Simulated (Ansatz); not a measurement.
# LiF: a single-point run

The task is a single-point run on LiF. The structure is shown as the input types it. The cell is built on a prototype (CsCl type) and needn't be the phase found in nature.

Method: density functional or hybrid calculation with the settings of its input, plane waves, in Ansatz 0.2.0.

2 further runs of the same task are left out: 2 that didn't finish.

**1. The starting structure**

Symmetry: Pm-3m, No. 221, cubic system. Conventional cell: a = 2.516 Å, b = 2.516 Å, c = 2.516 Å, α = 90.00°, β = 90.00°, γ = 90.00°. Around Li (site symmetry m-3m) lie 8 F at 2.18 Å. Around F (site symmetry m-3m) lie 8 Li at 2.18 Å.

As a file:

```cif
data_structure
_symmetry_space_group_name_H-M 'P 1'
_symmetry_Int_Tables_number 1
_cell_length_a 2.5163
_cell_length_b 2.5163
_cell_length_c 2.5163
_cell_angle_alpha 90.000
_cell_angle_beta 90.000
_cell_angle_gamma 90.000
_cell_volume 15.93
loop_
_atom_site_label
_atom_site_type_symbol
_atom_site_fract_x
_atom_site_fract_y
_atom_site_fract_z
_atom_site_occupancy
Li1 Li 0.00000 0.00000 0.00000 1
F1 F 0.50000 0.50000 0.50000 1
```

**2. Input and run**

Contents of input.yaml:

```yaml
crystal:
  lattice:
    - [2.5162584438, 0.0, 0.0]
    - [0.0, 2.5162584438, 0.0]
    - [0.0, 0.0, 2.5162584438]
  atoms:
    - { symbol: Li, position: [0.0, 0.0, 0.0] }
    - { symbol: F, position: [0.5, 0.5, 0.5] }
kpoints:
  mp_grid: { grid: [8, 8, 8] }
hamiltonian:
  xc: pbesol
scf:
  occupations: { method: fermi_dirac, width: 1.5 }
  n_extra_bands: 4
output:
  forces: true
  stress: true
  eigenvalues: true
```

The run is started by

```
$ ansatz run input.yaml --threads 4 --pin off --max-ram 3686MiB --backend cpu --events-out ev --progress --plain --runs-dir out
```

What happens when this is run?

The run converged and reported no error. That alone doesn't make the input a sound one.

In the input, scf.occupations.width is 1.5. The width is far wider than usual, so occupations near the Fermi level are blurred and the entropy term grows. A Fermi-Dirac width of 1.5 eV is an electron temperature of 17400 K.

To check: set scf.occupations.width to 0.05.
